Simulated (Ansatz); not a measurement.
K: a run of Ansatz with trial settings.

```yaml
crystal:
  lattice:
    - [-2.2081090471, 2.2081090471, 8.0458679461]
    - [2.2081090471, -2.2081090471, 8.0458679461]
    - [2.2081090471, 2.2081090471, -8.0458679461]
  atoms:
    - { symbol: K, position: [0.25, 0.75, 0.5] }
    - { symbol: K, position: [0.5, 0.5, 0.0] }
basis:
  ecutwfc: 420
kpoints:
  mp_grid: { kspacing: 0.5 }
hamiltonian:
  xc: pbe
scf:
  occupations: { method: gaussian, width: 0.1 }
output:
  forces: true
  stress: true
  eigenvalues: true
relax:
  adjacent_minimum: "off"
  f_tol: 0.02
  max_steps: 10
```

Command:

```bash
ansatz run input.yaml --threads 1 --pin off --max-ram 1331MiB --backend cpu --events-out ev --progress --plain --runs-dir out
```

From the log (HF is the Harris–Foulkes energy, dr2 the density residual in eV):

```text
Warning: output.stress: scf.convergence.dr2_threshold = 1e-7 eV (the SCF's general default) is looser than the 2e-10 eV advised for a printed stress (1e-10 eV for each atom of the cell: 2). What an SCF threshold leaves in a stress goes as its square root …
The last accepted step is kept in <dir> (removed where the run ends without a failure and the disk answers)
basis.fft_grid_basis auto: the FFT boxes are laid along the combinations [[1, 0, 1], [0, 1, 1], [0, 0, 1]] of the cell's own vectors, 4.416, 4.416 and 8.631 Å long. The dense box has 30×30×60 points. Along the cell's own vectors, as sized, it would have 60×60×60, 4.00 times as many. Of the 16 symmetry operations that the crystal satisfies within crystal.symmetry.tolerance (time reversal apart …
Pseudopotential: K, paw, valence charge 9, recommended cutoff 420 eV (normal)
Crystal: 2 atoms, lattice volume = 156.918 Å³
Basis set: ecut = 420 eV, 3091 PW (Γ), FFT grids on a1+a3, a2+a3, a3, exchange–correlation on 60×60×120 points (8 copies of the dense FFT grid, shifted against one another)
Bands: 13, of which v1, the nominal top of the filled ones, is band 9 counted from 1 (8 counted from 0)
Symmetry: 16 space group operations
Space group: I41/amd (ITA 141), of the structure as read, at distance tolerance 5.4e-5 Å
k-points: 18 of 125
Initial density: superposition of atomic densities, corrected by the library's trained network
SCF iter   1: HF=-3075.458830 eV  Δρ=6.02e-4  dr2=1.15e-3
SCF iter   2: HF=-3075.458357 eV  Δρ=4.04e-4  dr2=6.00e-4
SCF iter   3: HF=-3075.458815 eV  Δρ=2.43e-4  dr2=1.04e-4
SCF iter   4: HF=-3075.458802 eV  Δρ=1.52e-4  dr2=4.50e-5
SCF iter   5: HF=-3075.458803 eV  Δρ=1.29e-4  dr2=1.87e-5
SCF iter   6: HF=-3075.458796 eV  Δρ=4.64e-5  dr2=2.46e-6
SCF iter   7: HF=-3075.458795 eV  Δρ=9.99e-6  dr2=1.17e-7
SCF iter   8: F=-3075.458795 eV  HF=-3075.458795 eV  Δρ=1.17e-6  dr2=1.66e-9
SCF 1 converged in 8 iterations: F = -3075.458795 eV  dr2 = 1.66e-9
relax step   1: F+E_penalty+E_count = -3075.45879461 eV  Δ(F+E_penalty+E_count) = +0.000e0 eV  max|allowed force component| = 1.084e-19 eV/Å  Δτ_max = 0.0000 Å  (8 SCF iters, accepted)
SCF converged after 8 iterations
Free energy (F): -3075.458795 eV
E sigma→0 (E₀):  -3075.455189 eV
Entropy (-TS):   -0.007210 eV (-3.605 meV/atom)
Fermi energy:    1.554903 eV
--- Forces (eV/Å), atoms counted from 1 ---
  atom   1  K      0.00000000     0.00000000     0.00000000
  atom   2  K      0.00000000     0.00000000     0.00000000
--- Stress (GPa, compression-positive) ---
        0.054280       0.000000       0.000000
        0.000000       0.054280      -0.000000
       -0.000000       0.000000      -0.280066
  P = ⅓ Tr σ = -0.0572 GPa (-0.572 kbar)
```

Settings here are deliberately varied, not converged.